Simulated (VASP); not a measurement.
# KCl (Sylvite) (Fm-3m) in VASP: settings compared

The runs below take KCl (Sylvite) through relaxation of cell and atoms, with PBEsol, PBE.

Program: VASP 6.6.1. These are calculated values, not measurements. Logs are shortened: lines on timing, memory, paths and dates and some standing lists are left out, and cuts for length are marked.

### 1 Starting point

It takes space group Fm-3m (No. 225, cubic). The conventional cell has a = 6.293 Å, b = 6.293 Å, c = 6.293 Å, α = 90.00°, β = 90.00°, γ = 90.00°. K (site symmetry m-3m) has 6 Cl at 3.15 Å as nearest neighbours. Around Cl (site symmetry m-3m) lie 6 K at 3.15 Å.

### 2 Relaxation of cell and atoms, PBEsol

The input, INCAR:

```
PREC = Accurate
ENCUT = 600
EDIFF = 1E-6
ISMEAR = 0
SIGMA = 0.03
LREAL = False
LASPH = True
NELM = 80
ALGO = Normal
ISIF = 3
LWAVE = False
LCHARG = False
GGA = PS
IBRION = 2
NSW = 90
EDIFFG = -0.01
```

The input, KPOINTS:

```
Automatic mesh
0
Gamma
  8 8 8
```

The input, POSCAR:

```
KCl
1.0
    0.0000000000      3.1464700000      3.1464700000
    3.1464700000      0.0000000000      3.1464700000
    3.1464700000      3.1464700000      0.0000000000
K Cl
1 1
Direct
    0.0000000000      0.0000000000      0.0000000000
    0.5000000000      0.5000000000      0.5000000000
```

Potentials or basis: VASP PAW PBE potentials, release 64 (K_sv, Cl).

Command:

```sh
$ cat potpaw_PBE.64/K_sv/POTCAR potpaw_PBE.64/Cl/POTCAR > POTCAR
$ mpirun -np 1 vasp_std > vasp.out
```

OUTCAR:

```text
PREC = Accurate
   ENCUT = 600
   EDIFF = 1E-6
   ISMEAR = 0
   LREAL = False
   LASPH = True
   NELM = 80
   ISIF = 3
   GGA = PS
   IBRION = 2
   NSW = 90
   EDIFFG = -0.01

 ion  position               nearest neighbor table
   1  0.000  0.000  0.000-   2 3.15   2 3.15   2 3.15   2 3.15   2 3.15   2 3.15
   2  0.500  0.500  0.500-   1 3.15   1 3.15   1 3.15   1 3.15   1 3.15   1 3.15

  LATTYP: Found a face centered cubic cell.
 ALAT       =     6.2929400000

  Lattice vectors:

 A1 = (   0.0000000000,   3.1464700000,   3.1464700000)
 A2 = (   3.1464700000,   0.0000000000,   3.1464700000)
 A3 = (   3.1464700000,   3.1464700000,   0.0000000000)

Analysis of symmetry for initial positions (statically):
=====================================================================
 Subroutine PRICEL returns:
 Original cell was already a primitive cell.

 Routine SETGRP: Setting up the symmetry group for a
 face centered cubic supercell.

 Subroutine GETGRP returns: Found 48 space group operations
 (whereof 48 operations were pure point group operations)
 out of a pool of 48 trial point group operations.

The static configuration has the point symmetry O_h .

Analysis of symmetry for dynamics (positions and initial velocities):
=====================================================================
 Subroutine PRICEL returns:
 Original cell was already a primitive cell.

 Routine SETGRP: Setting up the symmetry group for a
 face centered cubic supercell.

 Subroutine GETGRP returns: Found 48 space group operations
 (whereof 48 operations were pure point group operations)
 out of a pool of 48 trial point group operations.

The dynamic configuration has the point symmetry O_h .

 Subroutine INISYM returns: Found 48 space group operations
 (whereof 48 operations are pure point group operations),
 and found     1 'primitive' translations

----------------------------------------------------------------------------------------

                                     Primitive cell

  volume of cell :      62.3018

  direct lattice vectors                    reciprocal lattice vectors
     0.000000000  3.146470000  3.146470000    -0.158908237  0.158908237  0.158908237
     3.146470000  0.000000000  3.146470000     0.158908237 -0.158908237  0.158908237
     3.146470000  3.146470000  0.000000000     0.158908237  0.158908237 -0.158908237

  length of vectors
     4.449780548  4.449780548  4.449780548     0.275237140  0.275237140  0.275237140

  position of ions in fractional coordinates (direct lattice)
     0.000000000  0.000000000  0.000000000
[... 103 lines left out ...]
   GGA     = PS    functional components
   LHFCALC =     F    Hartree Fock is set to
   AEXX    =    0.0000 exact exchange contribution
   IVDW    =     0    specifies the selected vdW correction
   LEPSILON=     F    determine dielectric tensor
   LRPA    =     F    only Hartree local field effects (RPA)
 conjugate gradient relaxation of ions
 non-spin polarized calculation
 Gauss-broadening in eV      SIGMA  =   0.03
  energy-cutoff  :      600.00
  volume of cell :       62.30
 maximum number of plane-waves:      2120
   NGX = 17   NGY = 17   NGZ = 17

--------------------------------------- Ionic step        1  -------------------------------------------

 number of electron      16.0000001 magnetization

 Free energy of the ion-electron system (eV)
  ---------------------------------------------------
  ext. energy  EPLUGINS =         0.00000000
  ---------------------------------------------------
  free energy    TOTEN  =        -7.02211339 eV

  energy without entropy =       -7.02211339  energy(sigma->0) =       -7.02211339

------------------------ aborting loop because EDIFF is reached ----------------------------------------

  FORCE on cell =-STRESS in cart. coord.  units (eV):
  Direction    XX          YY          ZZ          XY          YZ          ZX
  --------------------------------------------------------------------------------------
  -------------------------------------------------------------------------------------
  Total       -0.1310452     -0.1310452     -0.1310452      0.0000000      0.0000000     -0.0000000
  in kB       -3.3700078     -3.3700078     -3.3700078      0.0000000      0.0000000     -0.0000000
  external PRESSURE =      -3.3700078 kB  Pullay stress =       0.0000000 kB
[... 59 lines left out ...]
--------------------------------------- Ionic step        3  -------------------------------------------

 number of electron      16.0000002 magnetization

 Free energy of the ion-electron system (eV)
  ---------------------------------------------------
  ext. energy  EPLUGINS =         0.00000000
  ---------------------------------------------------
  free energy    TOTEN  =        -7.02339455 eV

  energy without entropy =       -7.02339455  energy(sigma->0) =       -7.02339455

 E-fermi :  -1.6926     XC(G=0):  -7.8009

 val. band max:       -1.8316483469   @ k =   0.0000   0.0000   0.0000
 cond. band min:       3.2506948572   @ k =   0.0000   0.0000   0.0000
 fundamental gap:      5.0823432042
 Fermi energy:        -1.6926147317

 k-point     1 :       0.0000    0.0000    0.0000
  band No.  band energies     occupation
      1     -28.8310      2.00000
      2     -13.9444      2.00000
      3     -12.3583      2.00000
      4     -12.3583      2.00000
      5     -12.3583      2.00000
      6      -1.8316      2.00000
      7      -1.8316      2.00000
      8      -1.8316      2.00000
      9       3.2507      0.00000
     10       6.4694      0.00000
     11       6.4694      0.00000
     12       6.4694      0.00000
[... 331 lines left out ...]
 k-point    24 :      -0.3750    0.2500    0.1250
  band No.  band energies     occupation
      1     -28.8169      2.00000
      2     -14.0425      2.00000
      3     -12.4192      2.00000
      4     -12.3949      2.00000
      5     -12.2044      2.00000
      6      -2.7229      2.00000
      7      -2.2577      2.00000
      8      -2.1853      2.00000
      9       5.9150      0.00000
     10       6.4380      0.00000
     11       8.2312      0.00000
     12       8.3227      0.00000

 [... further k-points ...]

------------------------ aborting loop because EDIFF is reached ----------------------------------------

  FORCE on cell =-STRESS in cart. coord.  units (eV):
  Direction    XX          YY          ZZ          XY          YZ          ZX
  --------------------------------------------------------------------------------------
  -------------------------------------------------------------------------------------
  Total       -0.0047917     -0.0047917     -0.0047917      0.0000000      0.0000000      0.0000000
  in kB       -0.1255415     -0.1255415     -0.1255415      0.0000000      0.0000000      0.0000000
  external PRESSURE =      -0.1255415 kB  Pullay stress =       0.0000000 kB
[... 17 lines left out ...]
  FREE ENERGIE OF THE ION-ELECTRON SYSTEM (eV)
  ---------------------------------------------------
  free  energy   TOTEN  =        -7.0233945482 eV

  energy  without entropy=       -7.0233945482  energy(sigma->0) =       -7.02339455

 reached required accuracy - stopping structural energy minimisation
```

OSZICAR:

```text
N       E                     dE             d eps       ncg     rms          rms(c)
DAV:   1     0.122146358915E+03    0.12215E+03   -0.79660E+03   696   0.134E+03
DAV:   2     0.291609830914E+00   -0.12185E+03   -0.11298E+03   908   0.296E+02
DAV:   3    -0.705633380577E+01   -0.73479E+01   -0.73045E+01   896   0.679E+01
[... 25 lines left out ...]
DAV:   4    -0.702335724921E+01   -0.35461E-04   -0.20966E-04  1292   0.864E-02    0.852E-02
DAV:   5    -0.702339488536E+01   -0.37636E-04   -0.14242E-04  1248   0.629E-02    0.131E-02
DAV:   6    -0.702339303038E+01    0.18550E-05   -0.48464E-06  1088   0.221E-02    0.632E-03
DAV:   7    -0.702339517006E+01   -0.21397E-05   -0.13330E-06   764   0.927E-03    0.382E-03
DAV:   8    -0.702339454824E+01    0.62182E-06   -0.17588E-07   476   0.461E-03
   3 F= -.70233945E+01 E0= -.70233945E+01  d E =-.128116E-02
```

It took 33 s on 1 thread of Intel Xeon Platinum 8488C (Sapphire Rapids), shared host; peak memory 0.22 GiB.

Results:

```yaml
Free_energy: -7.0234 eV
Relaxed_volume: 30.58 Å³/atom
Relaxed_cell: a = 4.422 Å, b = 4.422 Å, c = 4.422 Å, α = 60.00°, β = 60.00°, γ = 60.00°
Space_group_after_relaxing_to_0.05_Å: Fm-3m (No. 225)
Energy_gained_by_relaxing: 0.6 meV/atom
Ionic_steps: 3
Pressure_after_relaxing: 0.0 GPa
Band_gap_on_the_k_mesh: 5.08 eV, direct
```

The path:
```csv
step,energy change (eV),largest force (eV/Å),pressure (GPa),volume (Å³)
1,0.0000,0.0000,-0.34,62.30
2,-0.0010,0.0000,-0.18,61.71
3,-0.0013,0.0000,-0.01,61.15
```

Final structure:
```
CELL_PARAMETERS angstrom
0.00000 3.12700 3.12700
3.12700 0.00000 3.12700
3.12700 3.12700 0.00000
ATOMIC_POSITIONS crystal
K 0.00000 0.00000 0.00000
Cl 0.50000 0.50000 0.50000
```

Caveat: the PAW data sets were made with another functional, which shifts forces and pressure a little.

### 3 Relaxation of cell and atoms, PBEsol

This run uses another cell than the first one, of 30.58 Å³/atom, 0.982 times its volume.

Changes to INCAR since step 2:

```diff
@@ -2,3 +2,3 @@
 ENCUT = 600
-EDIFF = 1E-6
+EDIFF = 1E-7
 ISMEAR = 0
@@ -15,2 +15,2 @@
 NSW = 90
-EDIFFG = -0.01
+EDIFFG = -0.005
```

KPOINTS is that of step 2.

The input, POSCAR:

```
KCl                                     
1.0
   -0.0000000000      3.1269960207      3.1269960207
    3.1269960207      0.0000000000      3.1269960207
    3.1269960207      3.1269960207      0.0000000000
  K               Cl            
     1     1
Direct
     0.0000000000000000    0.0000000000000000    0.0000000000000000
     0.5000000000000000    0.5000000000000000    0.5000000000000000
```

Potentials or basis: VASP PAW PBE potentials, release 64 (K_sv, Cl).

Command:

```sh
$ cat potpaw_PBE.64/K_sv/POTCAR potpaw_PBE.64/Cl/POTCAR > POTCAR
$ mpirun -np 1 vasp_std > vasp.out
```

It took 15 s on 1 thread of Intel Xeon Platinum 8488C (Sapphire Rapids), shared host; peak memory 0.2 GiB.

It converged, with:

* Free energy: -7.0233 eV
* Pressure after relaxing: 0.0 GPa
* Band gap on the k mesh: 5.08 eV, direct

Final structure:
```
K Cl
1.0
     0.00000    3.12700    3.12700
     3.12700    0.00000    3.12700
     3.12700    3.12700    0.00000
K Cl
1 1
Cartesian
  0.0000 0.0000 0.0000
  3.1270 3.1270 3.1270
```

Levels at points of the mesh, in eV from the valence-band top:
| k point | band 6 | band 7 | band 8 | band 9 | band 10 | band 11 |
| --- | --- | --- | --- | --- | --- | --- |
| (0.00, 0.00, 0.00) | 0.00 | 0.00 | 0.00 | 5.08 | 8.30 | 8.30 |
| (0.50, 0.00, 0.00) | -1.12 | -0.35 | -0.35 | 7.48 | 8.56 | 10.54 |
| (0.50, 0.50, 0.00) | -0.69 | -0.23 | -0.23 | 6.38 | 8.31 | 10.01 |

Caveat: the relaxation stopped at its first step, so nothing moved; the PAW data sets were made with another functional, which shifts forces and pressure a little. A k mesh can miss the band edges.

### 4 Relaxation of cell and atoms, PBE

The input, INCAR:

```
ALGO = Normal ; EDIFF = 1E-6
EDIFFG = -0.01 ; ENCUT = 600
GGA = PE ; IBRION = 2
ISIF = 3 ; ISMEAR = 0
LASPH = T ; LCHARG = F
LREAL = F ; LWAVE = F
NELM = 80 ; NSW = 90
PREC = Accurate ; SIGMA = 0.03
```

The input, KPOINTS:

```
k-points
0
Gamma
  8 8 8
```

The input, POSCAR:

```
KCl
1.0
    0.0000000000      3.1464700000      3.1464700000
    3.1464700000      0.0000000000      3.1464700000
    3.1464700000      3.1464700000      0.0000000000
K Cl
1 1
Direct
    0.0000000000      0.0000000000      0.0000000000
    0.5000000000      0.5000000000      0.5000000000
```

Command:

```sh
$ cat potpaw_PBE.64/K_sv/POTCAR potpaw_PBE.64/Cl/POTCAR > POTCAR
$ mpirun -np 1 vasp_std > vasp.out
```

Wall time 24 s (1 thread of Intel Xeon 6975P-C (Granite Rapids), shared host); peak memory 0.22 GiB.

Results (log left out):

```yaml
Free_energy: -6.8112 eV
Relaxed_volume: 32.57 Å³/atom
Relaxed_cell: a = 4.517 Å, b = 4.517 Å, c = 4.517 Å, α = 60.00°, β = 60.00°, γ = 60.00°
Space_group_after_relaxing_to_0.05_Å: Fm-3m (No. 225)
Energy_gained_by_relaxing: 3.5 meV/atom
Ionic_steps: 3
Pressure_after_relaxing: 0.0 GPa
Band_gap_on_the_k_mesh: 5.04 eV, direct
```

Step by step:
| step | energy change (eV) | largest force (eV/Å) | pressure (GPa) | volume (Å³) |
| --- | --- | --- | --- | --- |
| 1 | 0.0000 | 0.0000 | 0.82 | 62.30 |
| 2 | -0.0053 | 0.0000 | 0.37 | 63.75 |
| 3 | -0.0069 | 0.0000 | 0.00 | 65.15 |

Final structure:
```
CELL_PARAMETERS angstrom
0.00000 3.19365 3.19365
3.19365 0.00000 3.19365
3.19365 3.19365 0.00000
ATOMIC_POSITIONS crystal
K 0.00000 0.00000 0.00000
Cl 0.50000 0.50000 0.50000
```

Levels at points of the mesh, in eV from the valence-band top:
```
           k point  band 5  band 6  band 7  band 8  band 9  band 10  band 11  band 12
(0.00, 0.00, 0.00)  -10.77    0.00    0.00    0.00    5.04     8.35     8.35     8.35
(0.50, 0.00, 0.00)  -10.55   -0.98   -0.29   -0.29    7.46     8.42    10.38    10.38
(0.50, 0.50, 0.00)  -10.82   -0.63   -0.21   -0.21    6.56     8.15     9.81    10.15
```

### 5 Relaxation of cell and atoms, PBE

This run uses another cell than the first one, of 32.57 Å³/atom, 1.046 times its volume.

Changes to INCAR since step 4:

```diff
@@ -1,3 +1,3 @@
-ALGO = Normal ; EDIFF = 1E-6
-EDIFFG = -0.01 ; ENCUT = 600
+ALGO = Normal ; EDIFF = 1E-7
+EDIFFG = -0.005 ; ENCUT = 600
 GGA = PE ; IBRION = 2
```

KPOINTS is that of step 4.

The input, POSCAR:

```
KCl                                     
1.0
    0.0000000000      3.1936514230      3.1936514230
    3.1936514230     -0.0000000000      3.1936514230
    3.1936514230      3.1936514230      0.0000000000
  K               Cl            
     1     1
Direct
     0.0000000000000000    0.0000000000000000    0.0000000000000000
     0.5000000000000000    0.5000000000000000    0.5000000000000000
```

Command:

```sh
$ cat potpaw_PBE.64/K_sv/POTCAR potpaw_PBE.64/Cl/POTCAR > POTCAR
$ mpirun -np 1 vasp_std > vasp.out
```

Wall time 10 s (1 thread of Intel Xeon 6975P-C (Granite Rapids), shared host); peak memory 0.21 GiB.

It converged, with:

```
Free energy             : -6.8113 eV
Pressure after relaxing : 0.0 GPa
Band gap on the k mesh  : 5.04 eV, direct
```

Final structure:
```
K Cl
1.0
     0.00000    3.19365    3.19365
     3.19365    0.00000    3.19365
     3.19365    3.19365    0.00000
K Cl
1 1
Direct
  0.00000 0.00000 0.00000
  0.50000 0.50000 0.50000
```

Levels at points of the mesh, in eV from the valence-band top:
| k point | band 4 | band 5 | band 6 | band 7 | band 8 | band 9 | band 10 | band 11 | band 12 |
| --- | --- | --- | --- | --- | --- | --- | --- | --- | --- |
| (0.00, 0.00, 0.00) | -10.77 | -10.77 | 0.00 | 0.00 | 0.00 | 5.04 | 8.35 | 8.35 | 8.35 |
| (0.50, 0.00, 0.00) | -10.78 | -10.55 | -0.98 | -0.29 | -0.29 | 7.46 | 8.42 | 10.38 | 10.38 |
| (0.50, 0.50, 0.00) | -10.82 | -10.82 | -0.63 | -0.21 | -0.21 | 6.56 | 8.15 | 9.81 | 10.15 |

Caveat: the relaxation stopped at its first step, so nothing moved.
